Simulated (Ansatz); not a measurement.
**AlN: excitons and shallow donors from band masses and screening**

Theory: DFT PBE, scalar-relativistic, plane waves, PAW (Ansatz).

Settings: cutoff 420 eV, Γ-centred mesh 9×9×6 on the computed 4-atom cell, Gaussian smearing of 0.02 eV; no spin polarisation.

Relaxed cell: P6_3/mmc, a = 3.314 Å, b = 3.314 Å, c = 4.187 Å, α = 90.00°, β = 90.00°, γ = 120.00°, 4 atoms in the primitive cell. This form isn't the usual stable structure of the compound.

The calculation gives a Kohn–Sham gap of 3.25 eV, an electron mass of 0.305 mₑ and a hole mass of 0.515 mₑ (harmonic means over x, y, z and over the bands degenerate at each edge), and ε∞ = 4.84 (independent particles, mean of the diagonal). Masses and screening differ among the axes, which the isotropic model averages.

**Question.** Estimate the binding energy and radius of a Wannier–Mott exciton and of a shallow donor, and say whether the hydrogenic model can hold.

**Answer.** The reduced mass is μ = mₙmₕ/(mₙ + mₕ) = 0.191 mₑ, with mₙ and mₕ the band masses. With E_b = 13.606 eV × μ/ε² and a = 0.529 Å × ε/μ (μ in mₑ) the exciton has E_b = 111 meV and a = 13.4 Å. For a donor μ is the electron mass: 177 meV and 8.4 Å. The exciton's radius is 4 times the shortest lattice vector (3.31 Å), so the continuum picture is reasonable. In a polar crystal the ions screen too, so a state bound more weakly than an optical phonon feels the larger static constant, which lowers the energy and widens the orbit. The other way, the small Kohn–Sham gap and the missing local fields make ε∞ too large and the masses tend to be too light, which underbinds.

Cost: 4 runs of about 1.9 core-minutes in all, on Arm Neoverse V1 (shared hosts).